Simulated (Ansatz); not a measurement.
## AlP at 3.2 GPa: from Born charge to LO–TO splitting and polaron coupling

Level of theory: Ansatz, DFT PBEsol, scalar-relativistic, plane waves, PAW. Settings: 420 eV plane-wave cutoff, Γ-centred 10×10×10 mesh, fixed occupations. No spin polarisation. Phonons by linear response, acoustic sum rule imposed.

The cell is fixed (symmetry leaves no force on the atoms) and stands under 3.2 GPa:
Space group F-43m (No. 216). a = 5.409 Å, b = 5.409 Å, c = 5.409 Å, α = 90.00°, β = 90.00°, γ = 90.00°
```
atom site symmetry x y z
  Al    4a      -43m  0.0000  0.0000  0.0000
   P    4d      -43m  0.2500  0.2500  0.7500
```

The cell is the ideal cubic zincblende prototype.

Linear response gives ν_TO = 452.2 cm⁻¹, Born charges ±2.213 e (positive on Al) and ε∞ = 8.267. The primitive cell holds 39.563 Å³, and the masses are 26.982 and 30.974 amu.

Question: Find ν_LO and the static dielectric constant.

Answer: The long-wave field adds a restoring force: ω_LO² − ω_TO² = Z*²e²/(ε_vac ε∞ μV). In these units ν_LO² − ν_TO² = 4.92064×10⁷ Z*²/(μ V ε∞) cm⁻², with μ = m₁m₂/(m₁ + m₂) = 14.420 amu: 51120 cm⁻². So ν_LO = √(452.2² + 51120) = 505.6 cm⁻¹, and the run gives 505.6. Lyddane–Sachs–Teller then gives ε0 = ε∞ (ν_LO/ν_TO)² = 10.33, against 10.33 in the run (it forms both from the same three quantities, so the match checks the arithmetic only). Between ν_TO and ν_LO the dielectric function is negative and an undamped crystal reflects fully: a reststrahlen band from 19.8 to 22.1 μm.

Question: What do the Clausius–Mossotti polarisability and the Szigeti charge come to?

Answer: With the Lorentz local field, α = (3V/4π)(ε∞ − 1)/(ε∞ + 2) = 6.69 Å³ for the pair, and e_S = 3Z*/(ε∞ + 2) = 0.65 e. The Born charge includes the electrons' response to the dipole's own local field, and e_S takes that enhancement out. The Lorentz field assumes point-like polarisable ions, a poor picture once ε∞ is this large, since the electron clouds then overlap or are shared, so both numbers are formal here.

Question: How strongly does a slow electron couple to the LO mode?

Answer: For one isotropic parabolic band, Fröhlich's constant is α_F = (1/ε∞ − 1/ε0) √(m* Ry/ħω_LO), with Ry = 13.606 eV, ħω_LO = 62.7 meV and m* in free-electron masses: α_F = 0.0242 × 14.73 × √m* = 0.36 √m*. The band mass isn't part of this run; for m* = 0.1, 0.3 and 1 it gives 0.11, 0.20, 0.36. In weak coupling the polaron lies α_F ħω_LO below the band edge (12 meV at m* = 0.3) with a mass m*(1 + α_F/6); past α_F of about 5 or 6 that expansion fails. A semilocal functional's ε∞ tends to be too large, which taken alone lowers α_F.

Cost: 1 run of about 0.67 core-minutes, on Intel Xeon Platinum 8259CL (Skylake/Cascade Lake) (shared hosts).

AlP comes out as a polar but largely covalent semiconductor, in which electrons do most of the static screening: ε∞ is 8.267, and the lattice raises it only to 10.33. The Born charge of 2.213 e lies below the nominal valence of three, as expected when the sp³ bonding electrons are shared and shift only partly with the ions. The lattice contribution to the dielectric constant scales with the squared Born charge over the force constant, and the atomic masses cancel. It is therefore the stiff bonds, not the light atoms, that keep it small, whereas the light atoms do help to place both optical modes at high frequency.

The same small ionic share keeps the Fröhlich coupling weak for all three trial masses, which suggests large, mobile polarons rather than self-trapping by the polar mode. AlP has its conduction minima near X, where the mass is anisotropic, so a single isotropic mass can give only an averaged estimate for electrons. Short-range deformation-potential and intervalley scattering lie outside this coupling constant, so it doesn't settle the mobility.
